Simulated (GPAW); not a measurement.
# PbSe (Clausthalite) (Fm-3m) in GPAW: further runs

One crystal, PbSe (Clausthalite), is run at these levels: PBE; tasks: single point.

All numbers are computed with GPAW 26.7.0; they aren't measurements. Logs are shortened: lines on timing, memory, paths and dates and some standing lists are left out, and cuts for length are marked. The log counts tension as positive stress, the text compression.

**The experiment to reproduce.**

A printed reference work, monograph reports, for a bulk crystal of PbSe at 300 K: band gap 0.28 eV (direct).

The results are compared with them further down.

### 1 Starting point

The structure is cubic, space group Fm-3m (No. 225). The conventional cell has a = 6.121 Å, b = 6.121 Å, c = 6.121 Å, α = 90.00°, β = 90.00°, γ = 90.00°. Pb (site symmetry m-3m) has 6 Se at 3.06 Å as nearest neighbours. Se (site symmetry m-3m) is surrounded by 6 Pb at 3.06 Å.

### 2 Single point, PBE

The input, run.py:

```python
from ase.dft.bandgap import bandgap
from ase.io import read, write
from ase.units import GPa
from gpaw import GPAW, PW

atoms = read('POSCAR')

calc = GPAW(mode=PW(600),
            xc='PBE',
            kpts={'size': (8, 8, 8), 'gamma': True},
            occupations={'name': 'methfessel-paxton', 'order': 0, 'width': 0.022},
            nbands=19,
            convergence={'density': 1e-05, 'energy': 1e-05},
            maxiter=150,
            txt='gpaw.txt')
atoms.calc = calc
energy = atoms.get_potential_energy()
forces = atoms.get_forces()
stress = atoms.get_stress()
calc.write('gs.gpw')
write('result.traj', atoms)
print(f'Energy: {energy:.6f} eV')
print('Forces (eV/A):')
print(forces.round(4))
print('Stress (GPa):', (stress / GPa).round(3))
print('Fermi level:', round(calc.get_fermi_level(), 4), 'eV')
print(f'Gap: {bandgap(calc)[0]:.4f} eV, direct: {bandgap(calc, direct=True)[0]:.4f} eV')
```

The input, POSCAR:

```
PbSe
1.0
    0.0000000000      3.0606500000      3.0606500000
    3.0606500000      0.0000000000      3.0606500000
    3.0606500000      3.0606500000      0.0000000000
Pb Se
1 1
Direct
    0.0000000000      0.0000000000      0.0000000000
    0.5000000000      0.5000000000      0.5000000000
```

Potentials or basis: GPAW PAW data sets (gpaw-data 1.2.1), pw.

On the command line:

```console
OMP_NUM_THREADS=1 python run.py
```

gpaw.txt:

```text
__  _  _
 | _ |_)|_||  |
 |__||  | ||/\| - 26.7.0

Input parameters:
  mode=PW(ecut=600.0),
  convergence={'density': 1e-05, 'energy': 1e-05},
  kpts=MonkhorstPack(size=(8, 8, 8), gamma=True),
  maxiter=150,
  nbands=19,
  occupations=Occupations(name='methfessel-paxton', order=0, width=0.022),
  xc=XC(name='PBE')

Diagonalizing LCAO Hamiltonian
Converting LCAO to pw mode

                Se

       Pb

Atoms  # Å, Bohr magnetons
|   | symbol |        x |        y |        z |    initial magnetic moments |
|---|--------|----------|----------|----------|-----------------------------|
| 0 |     Pb | 0.000000 | 0.000000 | 0.000000 | ( 0.0000,  0.0000,  0.0000) |
| 1 |     Se | 3.060650 | 3.060650 | 3.060650 | ( 0.0000,  0.0000,  0.0000) |

Unit cell  # Å
| periodic |        x |        y |        z |  lengths |    angles |
|----------|----------|----------|----------|----------|-----------|
|      yes | 0.000000 | 3.060650 | 3.060650 | 4.328413 | 60.000000 |
|      yes | 3.060650 | 0.000000 | 3.060650 | 4.328413 | 60.000000 |
|      yes | 3.060650 | 3.060650 | 0.000000 | 4.328413 | 60.000000 |

Number of symmetries: 48
Symmetry operations  # r_c * U_cc + t_c -> r_c
|    | kind |            matrix            |
|----|------|------------------------------|
|  0 |  σ   |  1, 0, 0,  1, 0,-1,  1,-1, 0 |
|  1 |  C2  |  1, 0, 0,  1,-1, 0,  1, 0,-1 |
|  2 |  E   |  1, 0, 0,  0, 1, 0,  0, 0, 1 |
|  3 |  σ   |  1, 0, 0,  0, 0, 1,  0, 1, 0 |
|  4 |  C4  |  1, 0,-1,  1, 0, 0,  1,-1, 0 |
|  5 |  S6  |  1, 0,-1,  1,-1, 0,  1, 0, 0 |
|  6 |  σ   |  1, 0,-1,  0, 1,-1,  0, 0,-1 |
|  7 |  C3  |  1, 0,-1,  0, 0,-1,  0, 1,-1 |
|  8 |  S6  |  1,-1, 0,  1, 0, 0,  1, 0,-1 |
|  9 |  C4  |  1,-1, 0,  1, 0,-1,  1, 0, 0 |
| 10 |  C3  |  1,-1, 0,  0,-1, 1,  0,-1, 0 |
| 11 |  σ   |  1,-1, 0,  0,-1, 0,  0,-1, 1 |
| 12 |  σ   |  0, 1, 0,  1, 0, 0,  0, 0, 1 |
| 13 |  C4  |  0, 1, 0,  0, 1,-1, -1, 1, 0 |
| 14 |  C3  |  0, 1, 0,  0, 0, 1,  1, 0, 0 |
| 15 |  S6  |  0, 1, 0, -1, 1, 0,  0, 1,-1 |
| 16 |  C2  |  0, 1,-1,  1, 0,-1,  0, 0,-1 |
| 17 |  σ   |  0, 1,-1,  0, 1, 0, -1, 1, 0 |
| 18 |  S4  |  0, 1,-1,  0, 0,-1,  1, 0,-1 |
| 19 |  C4  |  0, 1,-1, -1, 1, 0,  0, 1, 0 |
| 20 |  C3  |  0, 0, 1,  1, 0, 0,  0, 1, 0 |
| 21 |  σ   |  0, 0, 1,  0, 1, 0,  1, 0, 0 |
| 22 |  S6  |  0, 0, 1,  0,-1, 1, -1, 0, 1 |
| 23 |  C4  |  0, 0, 1, -1, 0, 1,  0,-1, 1 |
| 24 |  S4  |  0, 0,-1,  1, 0,-1,  0, 1,-1 |
| 25 |  C3  |  0, 0,-1,  0, 1,-1,  1, 0,-1 |
| 26 |  C2  |  0, 0,-1,  0,-1, 0, -1, 0, 0 |
| 27 |  S6  |  0, 0,-1, -1, 0, 0,  0,-1, 0 |
| 28 |  S4  |  0,-1, 1,  1,-1, 0,  0,-1, 0 |
| 29 |  C4  |  0,-1, 1,  0, 0, 1, -1, 0, 1 |
| 30 |  C2  |  0,-1, 1,  0,-1, 0,  1,-1, 0 |
| 31 |  σ   |  0,-1, 1, -1, 0, 1,  0, 0, 1 |
| 32 |  C3  |  0,-1, 0,  1,-1, 0,  0,-1, 1 |
| 33 |  S6  |  0,-1, 0,  0, 0,-1, -1, 0, 0 |
| 34 |  S4  |  0,-1, 0,  0,-1, 1,  1,-1, 0 |
| 35 |  C2  |  0,-1, 0, -1, 0, 0,  0, 0,-1 |
| 36 |  C2  | -1, 1, 0,  0, 1, 0,  0, 1,-1 |
| 37 |  S6  | -1, 1, 0,  0, 1,-1,  0, 1, 0 |
| 38 |  S4  | -1, 1, 0, -1, 0, 1, -1, 0, 0 |
| 39 |  C3  | -1, 1, 0, -1, 0, 0, -1, 0, 1 |
| 40 |  S6  | -1, 0, 1,  0, 0, 1,  0,-1, 1 |
| 41 |  C2  | -1, 0, 1,  0,-1, 1,  0, 0, 1 |
| 42 |  C3  | -1, 0, 1, -1, 1, 0, -1, 0, 0 |
| 43 |  S4  | -1, 0, 1, -1, 0, 0, -1, 1, 0 |
| 44 |  C2  | -1, 0, 0,  0, 0,-1,  0,-1, 0 |
| 45 |  i   | -1, 0, 0,  0,-1, 0,  0, 0,-1 |
| 46 |  σ   | -1, 0, 0, -1, 1, 0, -1, 0, 1 |
| 47 |  C2  | -1, 0, 0, -1, 0, 1, -1, 1, 0 |

BZ-sampling:
  Number of BZ points: 512
  Number of IBZ points: 29

  Monkhorst-Pack size: [8, 8, 8]
  Monkhorst-Pack shift: [0.0625, 0.0625, 0.0625]

K-points  # in reciprocal-cell coordinates
|     |                                coordinates |     weight |
|-----|--------------------------------------------|------------|
|   0 | (  0.00000000,   0.00000000,   0.00000000) | 0.00195312 |
|   1 | (  0.12500000,   0.12500000,   0.00000000) | 0.01171875 |
|   2 | (  0.12500000,   0.12500000,   0.12500000) | 0.01562500 |
|   3 | (  0.25000000,   0.12500000,   0.12500000) | 0.02343750 |
|   4 | (  0.25000000,   0.25000000,   0.00000000) | 0.01171875 |
|   5 | (  0.25000000,   0.25000000,   0.12500000) | 0.04687500 |
|   6 | (  0.25000000,   0.25000000,   0.25000000) | 0.01562500 |
|   7 | (  0.37500000,   0.25000000,  -0.37500000) | 0.04687500 |
|   8 | (  0.37500000,   0.25000000,   0.12500000) | 0.04687500 |
|   9 | (  0.37500000,   0.25000000,   0.25000000) | 0.04687500 |
| ... |                                            |            |
|  28 | (  0.50000000,   0.50000000,   0.50000000) | 0.00781250 |

Plane wave coefficients: 1930
Cutoff: 600.0 eV

Spin-components: 1 (collinear spins)
Bands:           19
Projectors:      11
Spin-degeneracy: 2
Datatype:        complex128

Parallelization:
  kpt:    1
  domain: 1
  band:   1

Density:
  Valence electrons: 20.0
  Components: 1
  Grid points: [25 25 25]
  Charge: 0.0  # |e|

Potential:
  Grid points: [25 25 25]

species:
  Pb:
    name:    Lead
    Z:       82.0
    valence: 14
    core:    68
    charge:  0.0  # [|e|]
    compensation charges:
      type: gauss
      rc: 0.38  # [Å]
      lmax: 2
    cutoffs:
      filter: 2.36  # [Å]
      core: 2.43  # [Å]
    projectors
    | kind |    occ | energy [eV] | rcut [Å] |
    |------|--------|-------------|----------|
    |   6s |  2.000 |     -11.969 |    1.259 |
    |   6p |  2.000 |      -3.506 |    1.275 |
    |   5d | 10.000 |     -21.211 |    1.217 |
    |    s |        |      15.243 |    1.259 |
    |    p |        |      23.705 |    1.275 |
    |    d |        |       6.001 |    1.217 |

    Using partial waves for Pb as LCAO basis

  Se:
    name:    Selenium
    Z:       34.0
    valence: 6
    core:    28
    charge:  0.0  # [|e|]
    compensation charges:
      type: gauss
      rc: 0.27  # [Å]
      lmax: 2
    cutoffs:
      filter: 1.77  # [Å]
      core: 2.67  # [Å]
    projectors
    | kind |    occ | energy [eV] | rcut [Å] |
    |------|--------|-------------|----------|
    |   4s |  2.000 |     -17.277 |    0.847 |
    |   4p |  4.000 |      -6.512 |    1.005 |
    |    s |        |       9.935 |    0.847 |
    |    p |        |      20.699 |    1.005 |
    |    d |        |       0.000 |    0.847 |

    Using partial waves for Se as LCAO basis

Reference energy: -633377.995495  # eV

eigensolver:
  PPCG
  Converge bands: occupied
  niter=2

density mixing:
  MSR1-Mixer
  Pratt-step length: 0.05
  Maximum mixing coefficient: 0.75
  Old densities: 10
  SVD Regularization: 0.005
  Good broyden scale: 1.0
  Trust region scale: 1.0
  Backstep threshold: 4.0
  History deletion threshold: 6.0
  Fourier metric: weight=20.0, sigma=0.015

occupation numbers:
  Methfessel-Paxton:
    width: 0.0220  # eV
    order: 0

poisson solver:
  ecut: 4800.0  # eV

xc functional:
  name: PBE with 2 nearest neighbor stencil

convergence criteria:
- Maximum integral of absolute [dens]ity change: 1e-05 electrons / valence electron
- Maximum [total energy] change in last 3 cyles: 1e-05 eV / valence electron
- Maximum integral of absolute [eigenst]ate change: 4e-08 eV^2 / valence electron
maximum number of iterations: 150

SCF iterations
|iter     | |      energy | eigst |  dens |
|---------|-|-------------|-------|-------|
|iter:   1| |   -8.650817 | -0.26 |       |
|iter:   2| |   -8.591118 | -2.07 | -1.23 |
|iter:   3| |   -8.397270 | -1.90 | -1.28 |
|iter:   4| |   -8.398904 | -3.76 | -1.89 |
|iter:   5| |   -8.399586 | -4.32 | -2.29 |
|iter:   6| |   -8.399612 | -5.59 | -3.23 |
|iter:   7| |   -8.399615c| -6.72 | -3.76 |
|iter:   8| |   -8.399615c| -7.69c| -4.47 |
|iter:   9| |   -8.399615c| -7.81c| -5.22c|

Converged in 9 steps
Energy contributions relative to reference atoms: (reference = -633377.995495)

Energy contributions:
  Kinetic:          19.960768
  Coulomb:         -20.085754
  Zero:             -0.062266
  External:          0.000000
  Xc:               -8.212363
  Entropy:          -0.000000
  Spinorbit:         0.000000
  ----------------------------
  Free energy:      -8.399615
  Extrapolated:     -8.399615

dipole moment: (-25.874213, -25.874213, -25.874213)  # |e|*Ang

Fermi level: 6.243
Eigenvalues  # (at kpt = [0.000, 0.000, 0.000])
| band index |      eig [eV] | occ [0-2] |
|------------|---------------|-----------|
|          0 |       -10.722 |     2.000 |
|        ... |               |           |
|          2 |       -10.720 |     2.000 |
|          3 |       -10.720 |     2.000 |
|          4 |       -10.720 |     2.000 |
|          5 |        -7.475 |     2.000 |
|          6 |        -0.127 |     2.000 |
|          7 |         4.217 |     2.000 |
[... 9 lines left out ...]
|         17 |        14.532 |     0.000 |
|         18 |        15.113 |     0.000 |

Gap: 0.242 eV
Transition (v -> c):
  (s=0, k=28, n=9, [0.50, 0.50, 0.50]) -> (s=0, k=28, n=10, [0.50, 0.50, 0.50])
No difference between direct/indirect transitions

Forces  # eV/Ang
|        x |       y |        z |
|----------|---------|----------|
|  0.00000 | 0.00000 |  0.00000 |  # Pb   0
| -0.00000 | 0.00000 | -0.00000 |  # Se   1

Stress tensor  # eV/Ang^3
|         x |         y |         z |
|-----------|-----------|-----------|
| -0.013862 |  0.000000 |  0.000000 |
|  0.000000 | -0.013862 | -0.000000 |
|  0.000000 | -0.000000 | -0.013862 |

# Writing to gs.gpw (mode='')
```

Run time: 14 s. Hardware: 1 thread of Arm Neoverse V2, shared host; peak memory 0.17 GiB.

What came out:

```yaml
Free_energy: -8.3996 eV
Pressure: 2.2 GPa
Band_gap_on_the_k_mesh: 0.24 eV, direct
```

Levels at points of the mesh, in eV from the valence-band top:
```csv
k point,band 8,band 9,band 10,band 11,band 12,band 13
"(0.00, 0.00, 0.00)",-1.93,-1.93,-1.93,4.65,4.65,4.65
"(0.50, 0.50, 0.00)",-5.03,-3.28,-3.28,3.66,5.55,5.55
"(0.50, 0.50, 0.50)",-1.51,-1.51,0.00,0.24,1.63,1.63
```

Caveat: spin-orbit coupling is left out, which as a rule narrows the gap of such compounds by several tenths of an eV.

### 3 Single point, PBE

run.py, as its differences from that of step 2:

```diff
@@ -5,3 +5,3 @@
 
-atoms = read('POSCAR')
+atoms = read('PbSe.xyz')
 
@@ -10,3 +10,3 @@
             kpts={'size': (8, 8, 8), 'gamma': True},
-            occupations={'name': 'methfessel-paxton', 'order': 0, 'width': 0.022},
+            occupations={'name': 'methfessel-paxton', 'order': 0, 'width': 0.023},
             nbands=19,
```

The input, PbSe.xyz:

```xyz
2
Lattice="0.0000000000 3.0606500000 3.0606500000 3.0606500000 0.0000000000 3.0606500000 3.0606500000 3.0606500000 0.0000000000" Properties=species:S:1:pos:R:3 pbc="T T T"
Pb     0.0000000000      0.0000000000      0.0000000000
Se     3.0606500000      3.0606500000      3.0606500000
```

Potentials or basis: GPAW PAW data sets (gpaw-data 1.2.1), pw.

On the command line:

```console
OMP_NUM_THREADS=1 python run.py
```

gpaw.txt:

```text
__  _  _
 | _ |_)|_||  |
 |__||  | ||/\| - 26.7.0

Input parameters:
  mode=PW(ecut=600.0),
  convergence={'density': 1e-05, 'energy': 1e-05},
  kpts=MonkhorstPack(size=(8, 8, 8), gamma=True),
  maxiter=150,
  nbands=19,
  occupations=Occupations(name='methfessel-paxton', order=0, width=0.023),
  xc=XC(name='PBE')

Diagonalizing LCAO Hamiltonian
Converting LCAO to pw mode

                Se

       Pb

Atoms  # Å, Bohr magnetons
|   | symbol |        x |        y |        z |    initial magnetic moments |
|---|--------|----------|----------|----------|-----------------------------|
| 0 |     Pb | 0.000000 | 0.000000 | 0.000000 | ( 0.0000,  0.0000,  0.0000) |
| 1 |     Se | 3.060650 | 3.060650 | 3.060650 | ( 0.0000,  0.0000,  0.0000) |

Unit cell  # Å
| periodic |        x |        y |        z |  lengths |    angles |
|----------|----------|----------|----------|----------|-----------|
|      yes | 0.000000 | 3.060650 | 3.060650 | 4.328413 | 60.000000 |
|      yes | 3.060650 | 0.000000 | 3.060650 | 4.328413 | 60.000000 |
|      yes | 3.060650 | 3.060650 | 0.000000 | 4.328413 | 60.000000 |

Number of symmetries: 48
Symmetry operations  # r_c * U_cc + t_c -> r_c
|    | kind |            matrix            |
|----|------|------------------------------|
|  0 |  σ   |  1, 0, 0,  1, 0,-1,  1,-1, 0 |
|  1 |  C2  |  1, 0, 0,  1,-1, 0,  1, 0,-1 |
|  2 |  E   |  1, 0, 0,  0, 1, 0,  0, 0, 1 |
|  3 |  σ   |  1, 0, 0,  0, 0, 1,  0, 1, 0 |
|  4 |  C4  |  1, 0,-1,  1, 0, 0,  1,-1, 0 |
|  5 |  S6  |  1, 0,-1,  1,-1, 0,  1, 0, 0 |
|  6 |  σ   |  1, 0,-1,  0, 1,-1,  0, 0,-1 |
|  7 |  C3  |  1, 0,-1,  0, 0,-1,  0, 1,-1 |
|  8 |  S6  |  1,-1, 0,  1, 0, 0,  1, 0,-1 |
|  9 |  C4  |  1,-1, 0,  1, 0,-1,  1, 0, 0 |
[... 172 lines left out ...]
|iter     | |      energy | eigst |  dens |
|---------|-|-------------|-------|-------|
|iter:   1| |   -8.650817 | -0.26 |       |
|iter:   2| |   -8.591118 | -2.07 | -1.23 |
|iter:   3| |   -8.397270 | -1.90 | -1.28 |
|iter:   4| |   -8.398904 | -3.76 | -1.89 |
|iter:   5| |   -8.399586 | -4.32 | -2.29 |
|iter:   6| |   -8.399612 | -5.59 | -3.23 |
|iter:   7| |   -8.399615c| -6.72 | -3.76 |
|iter:   8| |   -8.399615c| -7.69c| -4.47 |
|iter:   9| |   -8.399615c| -7.81c| -5.22c|

Converged in 9 steps
Energy contributions relative to reference atoms: (reference = -633377.995495)

Energy contributions:
  Kinetic:          19.960768
  Coulomb:         -20.085754
  Zero:             -0.062266
  External:          0.000000
  Xc:               -8.212363
  Entropy:          -0.000000
  Spinorbit:         0.000000
  ----------------------------
  Free energy:      -8.399615
  Extrapolated:     -8.399615

dipole moment: (-25.874213, -25.874213, -25.874213)  # |e|*Ang

Fermi level: 6.238
Eigenvalues  # (at kpt = [0.000, 0.000, 0.000])
| band index |      eig [eV] | occ [0-2] |
|------------|---------------|-----------|
|          0 |       -10.722 |     2.000 |
|        ... |               |           |
|          2 |       -10.720 |     2.000 |
|          3 |       -10.720 |     2.000 |
|          4 |       -10.720 |     2.000 |
|          5 |        -7.475 |     2.000 |
|          6 |        -0.127 |     2.000 |
|          7 |         4.217 |     2.000 |
[... 9 lines left out ...]
|         17 |        14.532 |     0.000 |
|         18 |        15.113 |     0.000 |

Gap: 0.242 eV
Transition (v -> c):
  (s=0, k=28, n=9, [0.50, 0.50, 0.50]) -> (s=0, k=28, n=10, [0.50, 0.50, 0.50])
No difference between direct/indirect transitions

Forces  # eV/Ang
|       x |        y |        z |
|---------|----------|----------|
| 0.00000 | -0.00000 | -0.00000 |  # Pb   0
| 0.00000 | -0.00000 |  0.00000 |  # Se   1

Stress tensor  # eV/Ang^3
|         x |         y |         z |
|-----------|-----------|-----------|
| -0.013862 |  0.000000 |  0.000000 |
|  0.000000 | -0.013862 |  0.000000 |
|  0.000000 |  0.000000 | -0.013862 |

# Writing to gs.gpw (mode='')
```

Run time: 14 s. Hardware: 1 thread of Arm Neoverse V2, shared host; peak memory 0.17 GiB.

Results:

* Free energy: -8.3996 eV
* Pressure: 2.2 GPa
* Band gap on the k mesh: 0.24 eV, direct

Caveat: spin-orbit coupling is left out, which as a rule narrows the gap of such compounds by several tenths of an eV.

### 4 Against experiment

Step 2. Measured gap of PbSe: 0.28 eV (direct; 300 K; a printed reference work, monograph). This calculation gives 0.24 eV (-0.04 eV). 2 values of this kind are on record (0.15 to 0.28 eV); this one was drawn at random. Spin-orbit coupling on Pb, Se is left out. The value is that of PBE on a finite k mesh, which can miss the band edges, without temperature or zero-point motion. Semilocal functionals fall short of measured gaps as a rule.

Step 3. Measured gap of PbSe: 0.28 eV (direct; 300 K; a printed reference work, monograph). This calculation gives 0.24 eV (-0.04 eV). 2 values of this kind are on record (0.15 to 0.28 eV); this one was drawn at random. Spin-orbit coupling on Pb, Se is left out. The value is that of PBE on a finite k mesh, which can miss the band edges, without temperature or zero-point motion. Semilocal functionals fall short of measured gaps as a rule.
